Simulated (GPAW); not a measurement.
# The Ga K excitation threshold of GaP (R-3m) under uniform strain

For each volume the threshold was computed as E(hole) − E(ground) plus the lowest empty eigenvalue of the hole cell (GPAW, LDA, 12-atom cell, total energies on 3×3×3 k points, the eigenvalue on 5×5×4, hole spin-paired). The values are raw; only their change is used. The threshold is the spectrum's zero, where absorption may be weak, not the visible edge.

| volume | ln(V/V₀) | threshold (eV) |
| --- | --- | --- |
| V × 0.94 | -0.06188 | ? |
| V × 0.97 | -0.03046 | 10381.058 |
| V × 1 | +0.00000 | 10380.957 |
| V × 1.03 | +0.02956 | 10380.842 |
| V × 1.06 | +0.05827 | 10380.707 |

Fit a straight line in ln(V/V₀), give its slope, and predict the threshold at V × 0.94.

The means of the given rows are x̄ = +0.01434 and Ē = 10380.891 eV. Σ(x − x̄)(E − Ē) = -0.01726 and Σ(x − x̄)² = 0.004374, so the slope is -3.95 eV, and the line passes the given rows within 0.011 eV. At x = -0.06188 it gives 10380.891 + (-3.95) × (-0.07622) = 10381.192 eV. The run gives 10381.091 eV, a miss of +0.101 eV over a total move of -0.384 eV. The rows bend away from the line, so the slope is only a mean over the range. It stands for the clamped-ion volume deformation potential of the lowest empty level of the hole cell on this mesh (the hole may pull it below the band edge) against the Ga 1s level, with the hole's relaxation included: the threshold falls by 0.039 eV for 1 % of expansion. The charged cell's image error also scales with the cell's size and isn't taken out.

[Hosts, paths, dates, database ids (printed as entryN), source tags and the programs' standing remarks are cut or masked in the printed files.]

[Lists of maxima count a maximum above −3 eV only where it reaches 4 % of the highest in the window and stands out from its surroundings by 2 % of it (1.5 % where it reaches 55 %); shoulders and weaker maxima are passed over, and of the rest the first, up to two pre-edge ones and the few strongest are named.]
